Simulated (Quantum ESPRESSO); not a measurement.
# Au (Pm-3m) in Quantum ESPRESSO: notebook

One crystal, Au, is run at these levels: PBEsol, PBE; tasks: phonon dispersion, phonons.

All numbers are computed with Quantum ESPRESSO 7.5; they aren't measurements. Logs are shortened: lines on timing, memory, paths and dates and some standing lists are left out, and cuts for length are marked.

## Step 1: The structure

The structure is cubic, space group Pm-3m (No. 221). The conventional cell has a = 2.748 Å, b = 2.748 Å, c = 2.748 Å, α = 90.00°, β = 90.00°, γ = 90.00°. Around Au (site symmetry m-3m) lie 6 Au at 2.75 Å.

The cell was built by a generator and needn't be a form met in nature.

## Step 2: Phonon dispersion, PBEsol

pw.in reads:

```
&CONTROL
  calculation = 'scf'
  prefix = 'pwscf'
  outdir = './tmp'
  pseudo_dir = './pseudo'
  tprnfor = .true.
  tstress = .true.
  disk_io = 'low'
/
&SYSTEM
  ibrav = 0
  nat = 1
  ntyp = 1
  ecutwfc = 45
  ecutrho = 360
  nbnd = 11
  occupations = 'smearing'
  smearing = 'mv'
  degauss = 0.01469973
/
&ELECTRONS
  conv_thr = 2d-10
  electron_maxstep = 120
  mixing_beta = 0.5
/
ATOMIC_SPECIES
Au   196.9666 au_pbesol_v1.uspp.F.UPF
CELL_PARAMETERS angstrom
   2.7484100000    0.0000000000    0.0000000000
   0.0000000000    2.7484100000    0.0000000000
   0.0000000000    0.0000000000    2.7484100000
ATOMIC_POSITIONS crystal
Au     0.5000000000    0.5000000000    0.5000000000
K_POINTS automatic
10 10 10 0 0 0
```

relax.in reads:

```
&CONTROL
  calculation = 'vc-relax'
  prefix = 'pwscf'
  outdir = './tmp'
  pseudo_dir = './pseudo'
  tprnfor = .true.
  tstress = .true.
  disk_io = 'low'
  nstep = 40
  forc_conv_thr = 0.0001
  etot_conv_thr = 1d-06
/
&SYSTEM
  ibrav = 0
  nat = 1
  ntyp = 1
  ecutwfc = 45
  ecutrho = 360
  nbnd = 11
  occupations = 'smearing'
  smearing = 'mv'
  degauss = 0.01469973
/
&ELECTRONS
  conv_thr = 2d-10
  electron_maxstep = 120
  mixing_beta = 0.5
/
&IONS
  ion_dynamics = 'bfgs'
/
&CELL
  cell_dynamics = 'bfgs'
  press = 0
  press_conv_thr = 0.2
/
ATOMIC_SPECIES
Au   196.9666 au_pbesol_v1.uspp.F.UPF
CELL_PARAMETERS angstrom
   2.7484100000    0.0000000000    0.0000000000
   0.0000000000    2.7484100000    0.0000000000
   0.0000000000    0.0000000000    2.7484100000
ATOMIC_POSITIONS crystal
Au     0.5000000000    0.5000000000    0.5000000000
K_POINTS automatic
10 10 10 0 0 0
```

scf2.in reads:

```
&CONTROL
  calculation = 'scf'
  prefix = 'pwscf'
  outdir = './tmp'
  pseudo_dir = './pseudo'
  tprnfor = .true.
  tstress = .true.
  disk_io = 'low'
/
&SYSTEM
  ibrav = 0
  nat = 1
  ntyp = 1
  ecutwfc = 45
  ecutrho = 360
  nbnd = 11
  occupations = 'smearing'
  smearing = 'mv'
  degauss = 0.01469973
/
&ELECTRONS
  conv_thr = 1d-13
  electron_maxstep = 120
  mixing_beta = 0.5
  startingpot = 'file'
  startingwfc = 'file'
/
ATOMIC_SPECIES
Au   196.9666 au_pbesol_v1.uspp.F.UPF
CELL_PARAMETERS angstrom
   2.6923914256    0.0000000000    0.0000000000
   0.0000000000    2.6923914256    0.0000000000
   0.0000000000    0.0000000000    2.6923914256
ATOMIC_POSITIONS crystal
Au     0.5000000000    0.5000000000    0.5000000000
K_POINTS automatic
10 10 10 0 0 0
```

ph.in reads:

```
phonon_bands of Au
&INPUTPH
  prefix = 'pwscf'
  outdir = './tmp'
  tr2_ph = 1d-18
  fildyn = 'dyn'
  niter_ph = 90
  alpha_mix(1) = 0.4
  ldisp = .true.
  nq1 = 2
  nq2 = 2
  nq3 = 2
/
```

q2r.in reads:

```
&INPUT
  fildyn = 'dyn'
  zasr = 'crystal'
  flfrc = 'fc'
/
```

matdyn.in reads:

```
&INPUT
  asr = 'crystal'
  flfrc = 'fc'
  flfrq = 'freq'
  q_in_cryst_coord = .true.
  flvec = ' '
/
80
 0.0000000000  0.0000000000  0.0000000000
 0.0000000000  0.0500000000  0.0000000000
 0.0000000000  0.1000000000  0.0000000000
 0.0000000000  0.1500000000  0.0000000000
 0.0000000000  0.2000000000  0.0000000000
 0.0000000000  0.2500000000  0.0000000000
 0.0000000000  0.3000000000  0.0000000000
 0.0000000000  0.3500000000  0.0000000000
 0.0000000000  0.4000000000  0.0000000000
 0.0000000000  0.4500000000  0.0000000000
 0.0000000000  0.5000000000  0.0000000000
 0.0500000000  0.5000000000  0.0000000000
 0.1000000000  0.5000000000  0.0000000000
 0.1500000000  0.5000000000  0.0000000000
 0.2000000000  0.5000000000  0.0000000000
 0.2500000000  0.5000000000  0.0000000000
 0.3000000000  0.5000000000  0.0000000000
 0.3500000000  0.5000000000  0.0000000000
 0.4000000000  0.5000000000  0.0000000000
 0.4500000000  0.5000000000  0.0000000000
 0.5000000000  0.5000000000  0.0000000000
 0.4642857143  0.4642857143  0.0000000000
 0.4285714286  0.4285714286  0.0000000000
 0.3928571429  0.3928571429  0.0000000000
 0.3571428571  0.3571428571  0.0000000000
 0.3214285714  0.3214285714  0.0000000000
 0.2857142857  0.2857142857  0.0000000000
 0.2500000000  0.2500000000  0.0000000000
 0.2142857143  0.2142857143  0.0000000000
 0.1785714286  0.1785714286  0.0000000000
 0.1428571429  0.1428571429  0.0000000000
 0.1071428571  0.1071428571  0.0000000000
 0.0714285714  0.0714285714  0.0000000000
 0.0357142857  0.0357142857  0.0000000000
 0.0000000000  0.0000000000  0.0000000000
 0.0277777778  0.0277777778  0.0277777778
 0.0555555556  0.0555555556  0.0555555556
 0.0833333333  0.0833333333  0.0833333333
 0.1111111111  0.1111111111  0.1111111111
 0.1388888889  0.1388888889  0.1388888889
 0.1666666667  0.1666666667  0.1666666667
 0.1944444444  0.1944444444  0.1944444444
 0.2222222222  0.2222222222  0.2222222222
 0.2500000000  0.2500000000  0.2500000000
 0.2777777778  0.2777777778  0.2777777778
 0.3055555556  0.3055555556  0.3055555556
 0.3333333333  0.3333333333  0.3333333333
 0.3611111111  0.3611111111  0.3611111111
 0.3888888889  0.3888888889  0.3888888889
 0.4166666667  0.4166666667  0.4166666667
 0.4444444444  0.4444444444  0.4444444444
 0.4722222222  0.4722222222  0.4722222222
 0.5000000000  0.5000000000  0.5000000000
 0.4666666667  0.5000000000  0.4666666667
 0.4333333333  0.5000000000  0.4333333333
 0.4000000000  0.5000000000  0.4000000000
 0.3666666667  0.5000000000  0.3666666667
 0.3333333333  0.5000000000  0.3333333333
 0.3000000000  0.5000000000  0.3000000000
 0.2666666667  0.5000000000  0.2666666667
 0.2333333333  0.5000000000  0.2333333333
 0.2000000000  0.5000000000  0.2000000000
 0.1666666667  0.5000000000  0.1666666667
 0.1333333333  0.5000000000  0.1333333333
 0.1000000000  0.5000000000  0.1000000000
 0.0666666667  0.5000000000  0.0666666667
 0.0333333333  0.5000000000  0.0333333333
 0.0000000000  0.5000000000  0.0000000000
 0.5000000000  0.5000000000  0.0000000000
 0.5000000000  0.5000000000  0.0454545455
 0.5000000000  0.5000000000  0.0909090909
 0.5000000000  0.5000000000  0.1363636364
 0.5000000000  0.5000000000  0.1818181818
 0.5000000000  0.5000000000  0.2272727273
 0.5000000000  0.5000000000  0.2727272727
 0.5000000000  0.5000000000  0.3181818182
 0.5000000000  0.5000000000  0.3636363636
 0.5000000000  0.5000000000  0.4090909091
 0.5000000000  0.5000000000  0.4545454545
 0.5000000000  0.5000000000  0.5000000000
```

matdyn_dos.in reads:

```
&INPUT
  asr = 'crystal'
  flfrc = 'fc'
  dos = .true.
  fldos = 'phdos'
  nk1 = 15
  nk2 = 15
  nk3 = 15
  deltaE = 0.5
  flvec = ' '
  flfrq = ' '
/
```

matdyn_mesh.in reads:

```
&INPUT
  asr = 'crystal'
  flfrc = 'fc'
  flfrq = 'mesh'
  q_in_cryst_coord = .true.
  flvec = ' '
/
1000
 0.05000000  0.05000000  0.05000000
 0.05000000  0.05000000  0.15000000
 0.05000000  0.05000000  0.25000000
[... 997 further points of the even 10 x 10 x 10 mesh, shifted by half a step ...]
```

Potentials or basis: GBRV 1.5 PBEsol.

Launch:

```bash
$ OMP_NUM_THREADS=1 pw.x -in pw.in > pw.out
$ OMP_NUM_THREADS=1 pw.x -in relax.in > relax.out
$ OMP_NUM_THREADS=1 pw.x -in scf2.in > scf2.out
$ OMP_NUM_THREADS=1 ph.x -in ph.in > ph.out
$ OMP_NUM_THREADS=1 q2r.x -in q2r.in > q2r.out
$ OMP_NUM_THREADS=1 matdyn.x -in matdyn.in > matdyn.out
$ OMP_NUM_THREADS=1 matdyn.x -in matdyn_dos.in > matdyn_dos.out
$ OMP_NUM_THREADS=1 matdyn.x -in matdyn_mesh.in > matdyn_mesh.out
```

pw.out:

```text
This program is part of the open-source Quantum ESPRESSO suite
     for quantum simulation of materials; please cite
[... 9 lines left out ...]
     --------------------
     sticks:   dense  smooth     PW     G-vecs:    dense   smooth      PW
     Sum         777     385    137                16135     5695    1141

     Using Slab Decomposition

     bravais-lattice index     =            0
     lattice parameter (alat)  =       5.1937  a.u.
     unit-cell volume          =     140.1010 (a.u.)^3
     number of atoms/cell      =            1
     number of atomic types    =            1
     number of electrons       =        11.00
     number of Kohn-Sham states=           11
     kinetic-energy cutoff     =      45.0000  Ry
     charge density cutoff     =     360.0000  Ry
     scf convergence threshold =      2.0E-10
     mixing beta               =       0.5000
     number of iterations used =            8  plain     mixing
     Exchange-correlation= SLA  PW   PSX  PSC
                           (   1   4  10   8   0   0   0)

     celldm(1)=   5.193742  celldm(2)=   0.000000  celldm(3)=   0.000000
     celldm(4)=   0.000000  celldm(5)=   0.000000  celldm(6)=   0.000000

     crystal axes: (cart. coord. in units of alat)
               a(1) = (   1.000000   0.000000   0.000000 )
               a(2) = (   0.000000   1.000000   0.000000 )
               a(3) = (   0.000000   0.000000   1.000000 )

     reciprocal axes: (cart. coord. in units 2 pi/alat)
               b(1) = (  1.000000  0.000000  0.000000 )
               b(2) = (  0.000000  1.000000  0.000000 )
               b(3) = (  0.000000  0.000000  1.000000 )

     PseudoPot. # 1 for Au read from file:
     au_pbesol_v1.uspp.F.UPF
     Pseudo is Ultrasoft + core correction, Zval = 11.0
     Generated by new atomic code, or converted to UPF format
     Using radial grid of  985 points,  7 beta functions with:
                l(1) =   0
                l(2) =   0
                l(3) =   1
                l(4) =   1
                l(5) =   2
                l(6) =   2
                l(7) =   3
     Q(r) pseudized with  6 coefficients,  rinner =    1.900   1.900   1.900
                                                       1.900   1.900   1.900
                                                       1.900

     atomic species   valence    mass     pseudopotential
     Au               11.00   196.96660     Au( 1.00)

     48 Sym. Ops., with inversion, found

   Cartesian axes

     site n.     atom                  positions (alat units)
         1        Au     tau(   1) = (   0.5000000   0.5000000   0.5000000  )

     number of k points=    56  Marzari-Vanderbilt smearing, width (Ry)=  0.0147
                       cart. coord. in units 2pi/alat
        k(    1) = (   0.0000000   0.0000000   0.0000000), wk =   0.0020000
        k(    2) = (   0.0000000   0.0000000   0.1000000), wk =   0.0120000
        k(    3) = (   0.0000000   0.0000000   0.2000000), wk =   0.0120000
        k(    4) = (   0.0000000   0.0000000   0.3000000), wk =   0.0120000
        k(    5) = (   0.0000000   0.0000000   0.4000000), wk =   0.0120000
        k(    6) = (   0.0000000   0.0000000  -0.5000000), wk =   0.0060000
[... 48 lines left out ...]
        k(   55) = (   0.4000000  -0.5000000  -0.5000000), wk =   0.0120000
        k(   56) = (  -0.5000000  -0.5000000  -0.5000000), wk =   0.0020000

     Dense  grid:    16135 G-vectors     FFT dimensions: (  32,  32,  32)

     Smooth grid:     5695 G-vectors     FFT dimensions: (  24,  24,  24)

     Check: negative core charge=   -0.000001

     Initial potential from superposition of free atoms

     starting charge      10.9999, renormalised to      11.0000
     Starting wfcs are    9 randomized atomic wfcs +    2 random wfcs

     Self-consistent Calculation

     iteration #  1     ecut=    45.00 Ry     beta= 0.50
     Davidson diagonalization with overlap
     ethr =  1.00E-02,  avg # of iterations =  5.3

     Threshold (ethr) on eigenvalues was too large:
     Diagonalizing with lowered threshold

     Davidson diagonalization with overlap
     ethr =  8.01E-04,  avg # of iterations =  1.1

     total energy              =    -114.69913544 Ry
     estimated scf accuracy    <       0.08769305 Ry
[... 12 lines left out ...]
     total energy              =    -114.72686800 Ry
     estimated scf accuracy    <       0.00027792 Ry

     iteration #  4     ecut=    45.00 Ry     beta= 0.50
     Davidson diagonalization with overlap
     c_bands:  1 eigenvalues not converged
     c_bands:  1 eigenvalues not converged
     c_bands:  2 eigenvalues not converged
     ethr =  2.53E-06,  avg # of iterations =  8.7

     total energy              =    -114.72694650 Ry
     estimated scf accuracy    <       0.00012630 Ry

     iteration #  5     ecut=    45.00 Ry     beta= 0.50
     Davidson diagonalization with overlap
     ethr =  1.15E-06,  avg # of iterations =  2.1
[... 25 lines left out ...]
     iteration #  9     ecut=    45.00 Ry     beta= 0.50
     Davidson diagonalization with overlap
     ethr =  6.70E-12,  avg # of iterations =  2.2

     End of self-consistent calculation

          k = 0.0000 0.0000 0.0000 (   739 PWs)   bands (ev):

     3.3206   5.5252   5.5252   9.7047   9.7047   9.7047  24.9135  24.9135
    24.9135  29.7214  32.1105
[... 93 lines left out ...]
     5.7467   6.2023   8.5086   8.6449  10.1377  14.1116  14.4847  19.2483
    23.0461  31.2122  32.2557

          k = 0.0000-0.5000-0.5000 (   720 PWs)   bands (ev):

     5.5830   6.2567   8.5333   8.5333  10.8420  14.9015  14.9015  17.4902
    22.4716  31.7145  31.7149

          k = 0.1000 0.1000 0.1000 (   718 PWs)   bands (ev):
[... 66 lines left out ...]
     5.8034   6.5398   8.1941   8.3368  10.2032  14.3737  14.9394  19.4784
    22.9875  30.4349  31.5349

          k = 0.1000-0.5000-0.5000 (   712 PWs)   bands (ev):

     5.6421   6.5979   8.2247   8.2247  10.8507  15.3671  15.3671  17.5498
    22.3894  31.3745  31.3747

          k = 0.2000 0.2000 0.2000 (   712 PWs)   bands (ev):
[... 41 lines left out ...]
     5.9556   7.4233   7.5139   7.7623  10.3066  15.0023  16.0244  20.1199
    22.7707  28.9221  29.5571

          k = 0.2000-0.5000-0.5000 (   716 PWs)   bands (ev):

     5.8016   7.5512   7.5512   7.5657  10.8733  16.4917  16.4917  17.7417
    22.1367  29.9069  30.4244

          k = 0.3000 0.3000 0.3000 (   711 PWs)   bands (ev):
[... 21 lines left out ...]
     6.1503   6.8440   7.0121   8.8996  10.3988  15.8399  17.3090  20.9138
    22.3205  26.9268  27.7981

          k = 0.3000-0.5000-0.5000 (   704 PWs)   bands (ev):

     6.0089   6.8806   6.8806   8.9603  10.9015  17.8320  17.8320  18.1241
    21.7425  28.4692  28.6039

          k = 0.4000 0.4000 0.4000 (   696 PWs)   bands (ev):
[... 6 lines left out ...]
     6.2749   6.4256   6.5741  10.0984  10.5726  17.0455  18.4522  20.7998
    21.7099  25.0886  27.4352

          k = 0.4000-0.5000-0.5000 (   696 PWs)   bands (ev):

     6.1859   6.4186   6.4186  10.3288  10.9244  18.8203  18.9869  18.9869
    21.3552  25.0291  27.6905

          k =-0.5000-0.5000-0.5000 (   672 PWs)   bands (ev):

     6.2560   6.2560   6.2560  10.9333  10.9333  19.4743  19.4743  19.4743
    21.1918  23.2558  27.4531

     the Fermi energy is    11.0928 ev

!    total energy              =    -114.72697307 Ry
     estimated scf accuracy    <          2.9E-11 Ry
     smearing contrib. (-TS)   =      -0.00007985 Ry
     internal energy E=F+TS    =    -114.72689322 Ry

     The total energy is F=E-TS. E is the sum of the following terms:
     one-electron contribution =       1.95168383 Ry
     hartree contribution      =      11.31610864 Ry
     xc contribution           =     -61.89340779 Ry
     ewald contribution        =     -66.10127789 Ry

     convergence has been achieved in   9 iterations

     Forces acting on atoms (cartesian axes, Ry/au):

     atom    1 type  1   force =     0.00000000    0.00000000    0.00000000

     Total force =     0.000000     Total SCF correction =     0.000000

     Computing stress (Cartesian axis) and pressure

          total   stress  (Ry/bohr**3)                   (kbar)     P=      -64.89
  -0.00044113   0.00000000   0.00000000          -64.89        0.00        0.00
   0.00000000  -0.00044113   0.00000000            0.00      -64.89        0.00
   0.00000000   0.00000000  -0.00044113            0.00        0.00      -64.89

=------------------------------------------------------------------------------=
   JOB DONE.
=------------------------------------------------------------------------------=
```

Run time: 3.5 min. Hardware: 1 thread of Intel Xeon 6975P-C (Granite Rapids), shared host; peak memory 0.15 GiB.

Results:

| Property | Result |
| --- | --- |
| Free energy | -1560.9662 eV |
| Relaxed volume | 19.52 Å³/atom |
| Relaxed cell | a = 2.692 Å, b = 2.692 Å, c = 2.692 Å, α = 90.00°, β = 90.00°, γ = 90.00° |
| Space group after relaxing (to 0.05 Å) | Pm-3m (No. 221) |
| Pressure after relaxing | 0.0 GPa |
| Band gap on the k mesh | none (metal or under the smearing width) |
| Highest phonon frequency | 167 cm⁻¹ |
| Most unstable mode | 59i cm⁻¹ |

The path:
```
step  energy change (eV)  largest force (eV/Å)  pressure (GPa)  volume (Å³)
   1              0.0000                0.0000           -6.49        20.76
   2             -0.0208                0.0000           -3.24        20.08
   3             -0.0266                0.0000            0.43        19.45
   4             -0.0267                0.0000           -0.03        19.52
   5             -0.0267                0.0000            0.00        19.52
```

Final structure:
```cif
data_structure
_symmetry_space_group_name_H-M 'P 1'
_symmetry_Int_Tables_number 1
_cell_length_a 2.6924
_cell_length_b 2.6924
_cell_length_c 2.6924
_cell_angle_alpha 90.000
_cell_angle_beta 90.000
_cell_angle_gamma 90.000
_cell_volume 19.52
loop_
_atom_site_label
_atom_site_type_symbol
_atom_site_fract_x
_atom_site_fract_y
_atom_site_fract_z
_atom_site_occupancy
Au1 Au 0.50000 0.50000 0.50000 1
```

Phonon frequencies in cm⁻¹ (negative: imaginary):
| q point | frequencies |
| --- | --- |
| (0.000, 0.000, 0.000) | 0 0 0 |
| (0.000, 0.350, 0.000) | -34 -34 149 |
| (0.200, 0.500, 0.000) | -46 89 165 |
| (0.464, 0.464, 0.000) | -59 160 160 |
| (0.214, 0.214, 0.000) | -35 101 101 |
| (0.028, 0.028, 0.028) | 14 14 14 |
| (0.222, 0.222, 0.222) | 100 100 100 |
| (0.417, 0.417, 0.417) | 150 150 150 |
| (0.367, 0.500, 0.367) | 141 141 157 |
| (0.133, 0.500, 0.133) | 52 52 165 |
| (0.500, 0.500, 0.091) | -36 160 160 |
| (0.500, 0.500, 0.409) | 148 155 155 |

Phonon frequencies at the corners of the path (cm⁻¹, interpolated; i marks imaginary ones):
```csv
point,frequencies
Γ,0 0 0
X,38i 38i 167
M,59i 161 161
R,155 155 155
```

Phonon states per cell in windows of 20 cm⁻¹ (negative: imaginary):
| from (cm⁻¹) | total |
| --- | --- |
| -60 | 0.10 |
| -40 | 0.19 |
| -20 | 0.14 |
| 0 | 0.12 |
| 20 | 0.13 |
| 40 | 0.18 |
| 60 | 0.22 |
| 80 | 0.27 |
| 100 | 0.31 |
| 120 | 0.40 |
| 140 | 0.78 |
| 160 | 0.15 |

Caveat: the mesh is thin for the phonons of a metal; some modes are imaginary; the q mesh is small, so phonon branches between its points and thermal values are rough. Spin-orbit coupling is left out, which matters for the levels of Au.

(Part 1 of 2 ends here.)
